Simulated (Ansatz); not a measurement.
Elastic constants of LiCl at -3.1 GPa (stress–strain coefficients): input and output

Method: DFT LDA, scalar-relativistic, plane waves, PAW in Ansatz 0.2.0.

Launched with:
```bash
ansatz run input.yaml --threads 1 --pin off --max-ram 2560MiB --backend cpu --events-out ev --progress --plain --runs-dir out
```

Input (bare energies are in eV):
```yaml
crystal:
  lattice:
    - [0.0, 2.5603, 2.5603]
    - [2.5603, 0.0, 2.5603]
    - [2.5603, 2.5603, 0.0]
  atoms:
    - { symbol: Li, position: [0.0, 0.0, 0.0] }
    - { symbol: Cl, position: [0.5, 0.5, 0.5] }
basis:
  ecutwfc: 420
kpoints:
  mp_grid: { grid: [8, 8, 8] }
hamiltonian:
  xc: lda
scf:
  occupations: { method: fixed }
output:
  forces: true
  stress: true
  eigenvalues: true
elastic:
  mode: relaxed_ion
  stencil: two_point
```

From the output:
```
--- Elastic constants: 2 strain directions × 2 members + reference (group order 48) ---
  dense FFT box of the reference and of every strained cell: 25×25×25
  strains applied: 11, 23; error gains: componentwise 1.00 (the most a stress slope's error grows in a printed constant), spectral 1.73 (1 for all six strains in a standard setting)
  C = ∂σ_k/∂η_j (tension-positive GPa; Voigt order 11 22 33 23 13 12):
        45.654     17.022     17.022     -0.000     -0.000      0.000
        17.022     45.654     17.022      0.000     -0.000      0.000
        17.022     17.022     45.654      0.000      0.000      0.000
         0.000     -0.000     -0.000     23.992      0.000     -0.000
        -0.000      0.000      0.000     -0.000     23.992      0.000
         0.000     -0.000      0.000     -0.000      0.000     23.992
  reference stress σ⁰ (GPa):      3.100      3.100      3.100     -0.000      0.000      0.000
  C* (energy form; C + prestress term) asymmetry max|C*_kj − C*_jk| = 3.553e-15 GPa — a small one proves nothing (zero by symmetry where the batch's group is 432, −43m or m−3m); a large one is finite-difference/SCF noise where every solve ...
  moduli (Voigt/Reuss/Hill, GPa): K = 26.57/26.57/26.57   G = 20.12/18.89/19.50   E = 47.01   ν = 0.205
  mechanically stable: yes (min eigenvalue of sym C = 23.99 GPa)
  strain η (Voigt 11):  stress-route row diagonal C_11 = 45.65 GPa, energy-path curvature d²(F+E_count+ΔE)/dδ²/Ω₀ = 45.67 GPa
         δ    σ_11 (GPa) F (eV) n_scf n_hpsi n_pw
    -2.000e-3       3.0076       -1249.4463569       6    9643    666   relax 0 steps, max|allowed force component| 8.14e-30 eV/Å
     2.000e-3       3.1902       -1249.4437591       5    7714    676   relax 0 steps, max|allowed force component| 3.82e-31 eV/Å
  strain η (Voigt 23):  stress-route row diagonal C_44 = 23.99 GPa, energy-path curvature d²(F+E_count+ΔE)/dδ²/Ω₀ = 22.45 GPa
         δ    σ_23 (GPa) F (eV) n_scf n_hpsi n_pw
    -2.000e-3      -0.0480       -1249.4450677       5   13402    670   relax 0 steps, max|allowed force component| 4.93e-30 eV/Å
     2.000e-3       0.0480       -1249.4450677       4   11618    670   relax 0 steps, max|allowed force component| 3.35e-30 eV/Å
```

Time: 16 s on 1 thread of Intel(R) Xeon(R) Processor @ 2.50GHz (Skylake/Cascade Lake), on a shared host, peak memory 0.33 GiB.

The cell is the ideal cubic rocksalt prototype.